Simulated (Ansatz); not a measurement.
# TaN: the cost of one run

Computed with Ansatz 0.2.0 (DFT LDA, scalar-relativistic, unless a step's input says otherwise).

**1. The starting structure**

Symmetry: P6_3mc, No. 186, hexagonal system. Conventional cell: a = 3.050 Å, b = 3.050 Å, c = 4.940 Å, α = 90.00°, β = 90.00°, γ = 120.00°. Ta (site symmetry 3m) is surrounded by 4 N at 1.85 to 1.90 Å. N (site symmetry 3m) is surrounded by 4 Ta at 1.85 to 1.90 Å.

As a file:

```
Ta N
1.0
     3.05000    0.00000    0.00000
    -1.52500    2.64138    0.00000
     0.00000    0.00000    4.94000
Ta N
2 2
Direct
  0.33333 0.66667 0.00000
  0.66667 0.33333 0.50000
  0.33333 0.66667 0.38500
  0.66667 0.33333 0.88500
```

Atoms are numbered in the order of the input: Ta1, Ta2, N3, N4.

**2. The deformed structure**

Space group P6_3mc before, P6_3mc after.

**3. Full-potential LAPW**

input.yaml

```yaml
crystal:
  lattice:
    - [3.0805011014, 0.0, 0.0]
    - [-1.5402505508, 2.6677922103, 0.0]
    - [0.0, 0.0, 4.94]
  atoms:
    - { symbol: Ta, position: [0.3333333333, 0.6666666667, 0.0] }
    - { symbol: Ta, position: [0.6666666667, 0.3333333333, 0.5] }
    - { symbol: "N", position: [0.3333333333, 0.6666666667, 0.385] }
    - { symbol: "N", position: [0.6666666667, 0.3333333333, 0.885] }
kpoints:
  mp_grid: { grid: [9, 9, 5] }
  band_path:
    path:
      - [0.0, 0.0, 0.0]
      - [0.5, 0.0, 0.0]
      - [0.3333333333, 0.3333333333, 0.0]
      - [0.0, 0.0, 0.0]
      - [0.0, 0.0, 0.5]
      - [0.5, 0.0, 0.5]
      - [0.3333333333, 0.3333333333, 0.5]
      - [0.0, 0.0, 0.5]
      - [0.5, 0.0, 0.5]
    npoints: 5
scf:
  occupations: { method: fermi_dirac, width: 0.03 }
hamiltonian:
  xc: lda
  pseudopotentials: { kind: all_electron, lapw: { basis_error: 0.001 } }
output:
  forces: true
  stress: true
  eigenvalues: true
```

Run with:

```bash
$ ansatz run input.yaml --threads 1 --pin off --max-ram 4096MiB --backend cpu --events-out ev --progress --plain --runs-dir out
```

**Question.** How long does this run take on 1 thread of AMD EPYC 7R43 (Zen 3), shared host, and how much memory does it need?

About 2.1 min, with a peak of 0.57 GiB.
